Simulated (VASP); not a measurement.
# Mo (Im-3m) in VASP: further runs

One crystal, Mo, is run at these levels: PBE; tasks: single point.

Program: VASP 6.6.1. These are calculated values, not measurements. Logs are shortened: lines on timing, memory, paths and dates and some standing lists are left out, and cuts for length are marked.

**1. The structure**

The structure is cubic, space group Im-3m (No. 229). Conventional cell: a = 3.168 Å, b = 3.168 Å, c = 3.168 Å, α = 90.00°, β = 90.00°, γ = 90.00°. Around Mo (site symmetry m-3m) lie 8 Mo at 2.74 Å.

**2. Single point, PBE**

File INCAR:

```
ADDGRID = F
ALGO = Normal
EDIFF = 1E-7
ENCUT = 300
GGA = PE
ISIF = 2
ISMEAR = 1
LASPH = T
LCHARG = F
LREAL = F
LWAVE = F
NBANDS = 13
NELM = 100
PREC = Accurate
SIGMA = 0.2
```

File KPOINTS:

```
k-points
0
Gamma
  7 7 7
```

File POSCAR:

```
Mo
1.0
   -1.6018940000      1.6123050000      1.5868230000
    1.5840600000     -1.5829550000      1.5396390000
    1.5998790000      1.5809390000     -1.5574730000
Mo
1
Direct
   -0.0100820000     -0.0008690000      0.0196120000
```

Potentials or basis: VASP PAW PBE potentials, release 64 (Mo_sv).

The run is started by

```
$ cat potpaw_PBE.64/Mo_sv/POTCAR > POTCAR
$ mpirun -np 1 vasp_std > vasp.out
```

OUTCAR:

```text
EDIFF = 1E-7
   ENCUT = 300
   GGA = PE
   ISIF = 2
   ISMEAR = 1
   LASPH = T
   LREAL = F
   NELM = 100
   PREC = Accurate

 Found    172 irreducible k-points:

 Following reciprocal coordinates:
            Coordinates               Weight
  0.000000  0.000000  0.000000      1.000000
  0.142857  0.000000  0.000000      2.000000
  0.285714  0.000000  0.000000      2.000000
  0.428571 -0.000000  0.000000      2.000000
  0.000000  0.142857  0.000000      2.000000
  0.142857  0.142857  0.000000      2.000000
   k-points           NKPTS =    172   k-points in BZ     NKDIM =    172   number of bands    NBANDS=     13
   number of dos      NEDOS =    301   number of ions     NIONS =      1
   total plane-waves  NPLWV =   4096
   dimension x,y,z NGX =    16 NGY =   16 NGZ =   16
   dimension x,y,z NGXF=    32 NGYF=   32 NGZF=   32
   ions per type =               1
   NGX,Y,Z   is equivalent  to a cutoff of   9.60,  9.79,  9.72 a.u.
   NGXF,Y,Z  is equivalent  to a cutoff of  19.19, 19.58, 19.45 a.u.
 SYSTEM =  unknown system
   PREC   = accura    normal or accurate (medium, high low for compatibility)
   ISTART =      0    job   : 0-new  1-cont  2-samecut
   ICHARG =      2    charge: 1-file 2-atom 10-const
   ISPIN  =      1    spin polarized calculation?
   LNONCOLLINEAR =      F non collinear calculations
   LSORBIT =      F    spin-orbit coupling
   LASPH  =      T    aspherical Exc in radial PAW
   ENCUT  =  300.0 eV  22.05 Ry    4.70 a.u.   3.91  3.84  3.86*2*pi/ulx,y,z
   NELM   =    100;   NELMIN=  2; NELMDL= -5     # of ELM steps
   EDIFF  = 0.1E-06   stopping-criterion for ELM
   LREAL  =      F    real-space projection
   EDIFFG = 0.1E-05   stopping-criterion for IOM
   NSW    =      0    number of steps for IOM
   IBRION =     -1    ionic relax: 0-MD 1-quasi-New 2-CG
   NFREE  =      0    steps in history (QN), initial steepest desc. (CG)
   ISIF   =      2    stress and relaxation
   ISYM   =      2    0-nonsym 1-usesym 2-fastsym
   POTIM  = 0.5000    time-step for ionic-motion
   TEBEG  =    0.0;   TEEND  =   0.0 temperature during run
   PSTRESS=    0.0 pullay stress
   NELECT =      14.0000    total number of electrons
   NUPDOWN=      -1.0000    fix difference up-down
   EMIN   =  10.00;   EMAX   =-10.00  energy-range for DOS
   EFERMI =   0.00;   METHOD = LEGACY
   ISMEAR =     1;   SIGMA  =   0.20  broadening in eV -4-tet -1-fermi 0-gaus
   EFERMI_NEDOS =   21; number of points for ismear=-14 and -15
   IALGO  =     38    algorithm
   IMIX   =      4    mixing-type and parameters
     AMIX     =   0.40;   BMIX     =  1.00
     AMIX_MAG =   1.60;   BMIX_MAG =  1.00
  volume/ion in A,a.u.               =      15.89       107.24
  Fermi-wavevector in a.u.,A,eV,Ry     =   1.569380  2.965697 33.510502  2.462952
  Thomas-Fermi vector in A             =   2.671271
   LORBIT       =      0    0 simple, 1 ext, 2 COOP (PROOUT), +10 PAW based schemes
   GGA     = PE    functional components
   LHFCALC =     F    Hartree Fock is set to
   AEXX    =    0.0000 exact exchange contribution
   IVDW    =     0    specifies the selected vdW correction
   LEPSILON=     F    determine dielectric tensor
   LRPA    =     F    only Hartree local field effects (RPA)
 non-spin polarized calculation
 Methfessel and Paxton  Order N= 1 SIGMA  =   0.20
  energy-cutoff  :      300.00
  volume of cell :       15.89
 maximum number of plane-waves:       196
   NGX =  7   NGY =  7   NGZ =  7

 number of electron      13.9999998 magnetization

 Free energy of the ion-electron system (eV)
  ---------------------------------------------------
  ext. energy  EPLUGINS =         0.00000000
  ---------------------------------------------------
  free energy    TOTEN  =       -10.89601538 eV

  energy without entropy =      -10.89111434  energy(sigma->0) =      -10.89438170

 E-fermi :  12.3123     XC(G=0): -13.2997

 val. band max:       12.3095134782   @ k =  -0.4286   0.2857   0.4286
 cond. band min:      12.3161295526   @ k =  -0.1429  -0.2857   0.1429
 fundamental gap:      0.0066160744
 Fermi energy:        12.3123434776

 k-point     1 :       0.0000    0.0000    0.0000
  band No.  band energies     occupation
      1     -48.9124      2.00000
      2     -22.2564      2.00000
      3     -22.2309      2.00000
      4     -22.2110      2.00000
      5       5.1486      2.00000
      6      10.7647      2.00000
      7      11.0542      2.00000
      8      11.1901      2.00000
      9      13.8249     -0.00000
     10      14.1247     -0.00000
     11      26.9300      0.00000
     12      27.0304      0.00000
     13      27.4729      0.00000

 k-point     2 :       0.1429    0.0000    0.0000
  band No.  band energies     occupation
      1     -48.8688      2.00000
      2     -22.5087      2.00000
      3     -22.3092      2.00000
      4     -22.2176      2.00000
      5       5.9686      2.00000
      6      10.3818      2.00000
      7      10.8595      2.00000
      8      11.9252      2.01958
      9      13.6168     -0.00000
     10      14.0073     -0.00000
     11      27.7146      0.00000
     12      28.2807      0.00000
     13      28.4867      0.00000
[... 33 lines left out ...]
 k-point     5 :       0.0000    0.1429    0.0000
  band No.  band energies     occupation
      1     -48.8642      2.00000
      2     -22.4927      2.00000
      3     -22.3228      2.00000
      4     -22.2443      2.00000
      5       5.9960      2.00000
      6      10.5483      2.00000
      7      10.9919      2.00000
      8      11.7141      2.00020
      9      13.4982     -0.00000
     10      13.9350     -0.00000
     11      27.6036      0.00000
     12      28.4591      0.00000
     13      28.6809      0.00000

 k-point     6 :       0.1429    0.1429    0.0000
  band No.  band energies     occupation
      1     -48.7909      2.00000
      2     -22.8888      2.00000
      3     -22.4171      2.00000
      4     -22.2976      2.00000
      5       7.2788      2.00000
      6      10.0941      2.00000
      7      10.1841      2.00000
      8      13.2080     -0.00000
      9      13.5640     -0.00000
     10      14.3893     -0.00000
     11      28.1131      0.00000
     12      28.3444      0.00000
     13      29.9799      0.00000

 [... further k-points ...]

------------------------ aborting loop because EDIFF is reached ----------------------------------------

  FORCE on cell =-STRESS in cart. coord.  units (eV):
  Direction    XX          YY          ZZ          XY          YZ          ZX
  --------------------------------------------------------------------------------------
  -------------------------------------------------------------------------------------
  Total       -0.1240432     -0.1578390      0.0069893      0.0073997     -0.1828344      0.1055248
  in kB      -12.5058985    -15.9131570      0.7046530      0.7460342    -18.4331672     10.6388987
  external PRESSURE =      -9.2381341 kB  Pullay stress =       0.0000000 kB

 VOLUME and BASIS-vectors are now :
 -----------------------------------------------------------------------------
  energy-cutoff  :      300.00
  volume of cell :       15.89
      direct lattice vectors                 reciprocal lattice vectors
    -1.601894000  1.612305000  1.586823000     0.001971750  0.310249238  0.316949110
     1.584060000 -1.582955000  1.539639000     0.315876418 -0.002757309  0.321678072
     1.599879000  1.580939000 -1.557473000     0.314268351  0.313370033 -0.001149142

 POSITION                                       TOTAL-FORCE (eV/Angst)
 -----------------------------------------------------------------------------------
      0.02832      0.04548      3.07858         0.000000      0.000000      0.000000
 -----------------------------------------------------------------------------------
    total drift:                                0.000008      0.000044     -0.000005

  FREE ENERGIE OF THE ION-ELECTRON SYSTEM (eV)
  ---------------------------------------------------
  free  energy   TOTEN  =       -10.8960153825 eV

  energy  without entropy=      -10.8911143405  energy(sigma->0) =      -10.89438170
```

OSZICAR:

```text
N       E                     dE             d eps       ncg     rms          rms(c)
DAV:   1     0.517699238670E+02    0.51770E+02   -0.60263E+03  4723   0.737E+02
DAV:   2    -0.109826288508E+02   -0.62753E+02   -0.60424E+02  5217   0.229E+02
DAV:   3    -0.115524731834E+02   -0.56984E+00   -0.56869E+00  4897   0.216E+01
DAV:   4    -0.115534552007E+02   -0.98202E-03   -0.98200E-03  5097   0.106E+00
DAV:   5    -0.115534594425E+02   -0.42417E-05   -0.42416E-05  4987   0.618E-02    0.137E+01
DAV:   6    -0.109852323212E+02    0.56823E+00   -0.68835E-01  4597   0.101E+01    0.374E+00
DAV:   7    -0.109003538739E+02    0.84878E-01   -0.14696E-01  4797   0.445E+00    0.977E-01
DAV:   8    -0.108959838738E+02    0.43700E-02   -0.36019E-03  4747   0.728E-01    0.190E-01
DAV:   9    -0.108960083582E+02   -0.24484E-04   -0.95430E-05  5172   0.111E-01    0.730E-02
DAV:  10    -0.108960154528E+02   -0.70946E-05   -0.90393E-06  4677   0.333E-02    0.705E-03
DAV:  11    -0.108960153825E+02    0.70314E-07   -0.27463E-07  5187   0.587E-03
   1 F= -.10896015E+02 E0= -.10894382E+02  d E =-.490104E-02
```

stdout:

```text
POSCAR found type information on POSCAR Mo
 POSCAR found :  1 types and       1 ions
 scaLAPACK will be used
 LDA part: xc-table for (Slater+PW92), standard interpolation
 POSCAR, INCAR and KPOINTS ok, starting setup
 FFT: planning ... GRIDC
 FFT: planning ... GRID_SOFT
 FFT: planning ... GRID
 WAVECAR not read
 entering main loop
```

It took 6.5 s on 1 thread of Intel Xeon 6975P-C (Granite Rapids), shared host; peak memory 0.12 GiB.

These settings aren't checked as converged: the numbers below hold their error.

Results:

* Free energy: -10.8960 eV
* Pressure: -0.9 GPa
* Band gap on the k mesh: none (metal or under the smearing width)

Caveat: the k mesh is coarse (spacing up to 0.40 Å⁻¹), so the values aren't converged; the cutoff is under 1.25 times the usual one of these potentials, so pressure, stress and relaxed cells hold a basis-set (Pulay) error.

**3. Single point, PBE**

INCAR: that of step 2 with these lines changed.

```diff
@@ -3,3 +3,3 @@
 EDIFF = 1E-7
-ENCUT = 300
+ENCUT = 350
 GGA = PE
```

KPOINTS is that of step 2.

File POSCAR:

```
Mo
1.0
   -1.5838089719      1.5838089719      1.5838089719
    1.5838089719     -1.5838089719      1.5838089719
    1.5838089719      1.5838089719     -1.5838089719
Mo
1
Direct
    0.0000000000      0.0000000000      0.0000000000
```

Potentials or basis: VASP PAW PBE potentials, release 64 (Mo_sv).

The run is started by

```
$ cat potpaw_PBE.64/Mo_sv/POTCAR > POTCAR
$ mpirun -np 1 vasp_std > vasp.out
```

OUTCAR:

```text
EDIFF = 1E-7
   ENCUT = 350
   GGA = PE
   ISIF = 2
   ISMEAR = 1
   LASPH = T
   LREAL = F
   NELM = 100
   PREC = Accurate

 Found     20 irreducible k-points:

 Following reciprocal coordinates:
            Coordinates               Weight
  0.000000  0.000000  0.000000      1.000000
  0.142857  0.000000  0.000000     12.000000
  0.285714  0.000000  0.000000     12.000000
  0.428571  0.000000  0.000000     12.000000
  0.142857  0.142857  0.000000     24.000000
  0.285714  0.142857 -0.000000     48.000000
[... 172 lines left out ...]

------------------------ aborting loop because EDIFF is reached ----------------------------------------

  FORCE on cell =-STRESS in cart. coord.  units (eV):
  Direction    XX          YY          ZZ          XY          YZ          ZX
  --------------------------------------------------------------------------------------
  -------------------------------------------------------------------------------------
  Total       -0.1992240     -0.1992240     -0.1992240     -0.0000000     -0.0000000     -0.0000000
  in kB      -20.0855568    -20.0855568    -20.0855568     -0.0000000     -0.0000000     -0.0000000
  external PRESSURE =     -20.0855568 kB  Pullay stress =       0.0000000 kB

 VOLUME and BASIS-vectors are now :
 -----------------------------------------------------------------------------
  energy-cutoff  :      350.00
  volume of cell :       15.89
      direct lattice vectors                 reciprocal lattice vectors
    -1.583808972  1.583808972  1.583808972     0.000000000  0.315694638  0.315694638
     1.583808972 -1.583808972  1.583808972     0.315694638  0.000000000  0.315694638
     1.583808972  1.583808972 -1.583808972     0.315694638  0.315694638  0.000000000

 POSITION                                       TOTAL-FORCE (eV/Angst)
 -----------------------------------------------------------------------------------
      0.00000      0.00000      0.00000        -0.000000      0.000000      0.000000
 -----------------------------------------------------------------------------------
    total drift:                                0.000000      0.000000      0.000000

  FREE ENERGIE OF THE ION-ELECTRON SYSTEM (eV)
  ---------------------------------------------------
  free  energy   TOTEN  =       -10.8955145575 eV

  energy  without entropy=      -10.8885616037  energy(sigma->0) =      -10.89319691
```

OSZICAR:

```text
N       E                     dE             d eps       ncg     rms          rms(c)
DAV:   1     0.674136987118E+02    0.67414E+02   -0.64988E+03   551   0.825E+02
DAV:   2    -0.108145672725E+02   -0.78228E+02   -0.75842E+02   610   0.256E+02
DAV:   3    -0.115558913482E+02   -0.74132E+00   -0.73953E+00   575   0.249E+01
DAV:   4    -0.115573280011E+02   -0.14367E-02   -0.14366E-02   580   0.134E+00
DAV:   5    -0.115573348344E+02   -0.68334E-05   -0.68334E-05   570   0.822E-02    0.140E+01
DAV:   6    -0.109861565188E+02    0.57118E+00   -0.70360E-01   535   0.102E+01    0.381E+00
DAV:   7    -0.109000251259E+02    0.86131E-01   -0.15134E-01   555   0.453E+00    0.992E-01
DAV:   8    -0.108954712222E+02    0.45539E-02   -0.38479E-03   540   0.757E-01    0.198E-01
DAV:   9    -0.108955057203E+02   -0.34498E-04   -0.10369E-04   575   0.120E-01    0.795E-02
DAV:  10    -0.108955143033E+02   -0.85830E-05   -0.11189E-05   545   0.375E-02    0.894E-03
DAV:  11    -0.108955146780E+02   -0.37470E-06   -0.21300E-07   570   0.484E-03    0.150E-03
DAV:  12    -0.108955145443E+02    0.13373E-06   -0.77252E-09   265   0.946E-04    0.214E-04
DAV:  13    -0.108955145575E+02   -0.13193E-07   -0.29319E-10   260   0.201E-04
   1 F= -.10895515E+02 E0= -.10893197E+02  d E =-.695295E-02
```

Wall time 3.4 s (1 thread of Intel Xeon 6975P-C (Granite Rapids), shared host); peak memory 0.11 GiB.

The run converged, but some of its settings lie outside the range that counts as converged, so its numbers aren't taken as properties of the crystal.

Results:

```yaml
Free_energy: -10.8955 eV
Pressure: -2.0 GPa
Band_gap_on_the_k_mesh: none (metal or under the smearing width)
```

Caveat: the k mesh is coarse (spacing up to 0.40 Å⁻¹), so the values aren't converged.

**4. Single point, PBE**

INCAR is that of step 3.

KPOINTS is that of step 3.

File POSCAR:

```
Mo
1.0
   -1.6018940000      1.6123050000      1.5868230000
    1.5840600000     -1.5829550000      1.5396390000
    1.5998790000      1.5809390000     -1.5574730000
Mo
1
Direct
   -0.0100820000     -0.0008690000      0.0196120000
```

The run is started by

```
$ cat potpaw_PBE.64/Mo_sv/POTCAR > POTCAR
$ mpirun -np 1 vasp_std > vasp.out
```

Wall time 14 s (1 thread of Intel Xeon 6975P-C (Granite Rapids), shared host); peak memory 0.13 GiB.

These settings aren't checked as converged: the numbers below hold their error.

Results:

| Quantity | Value |
| --- | --- |
| Free energy | -10.8924 eV |
| Pressure | -2.0 GPa |
| Band gap on the k mesh | none (metal or under the smearing width) |

Caveat: the k mesh is coarse (spacing up to 0.40 Å⁻¹), so the values aren't converged.

**5. Single point, PBE**

INCAR: that of step 4 with these lines changed.

```diff
@@ -3,3 +3,3 @@
 EDIFF = 1E-7
-ENCUT = 350
+ENCUT = 700
 GGA = PE
```

File KPOINTS:

```
k-points
0
Gamma
  5 5 5
```

File POSCAR:

```
Mo
1.0
   -1.5838089719      1.5838089719      1.5838089719
    1.5838089719     -1.5838089719      1.5838089719
    1.5838089719      1.5838089719     -1.5838089719
Mo
1
Direct
    0.0000000000      0.0000000000      0.0000000000
```

The run is started by

```
$ cat potpaw_PBE.64/Mo_sv/POTCAR > POTCAR
$ mpirun -np 1 vasp_std > vasp.out
```

It took 3.1 s on 1 thread of Intel Xeon 6975P-C (Granite Rapids), shared host; peak memory 0.13 GiB.

The run converged, but some of its settings lie outside the range that counts as converged, so its numbers aren't taken as properties of the crystal.

Results:

```yaml
Free_energy: -10.9631 eV
Pressure: -3.6 GPa
Band_gap_on_the_k_mesh: none (metal or under the smearing width)
```

Caveat: the k mesh is coarse (spacing up to 0.56 Å⁻¹), so the values aren't converged.

**6. The reference run**

An earlier run on the cell as given: functional PBE; potentials or basis VASP PAW PBE potentials, release 64 (Mo_sv); cutoff 520 eV; k mesh 12 × 12 × 12; occupations fermi-dirac, width 0.05 eV; no spin polarisation.

* Pressure: -1.4 GPa
* Band gap on the k mesh: none (metal or under the smearing width)
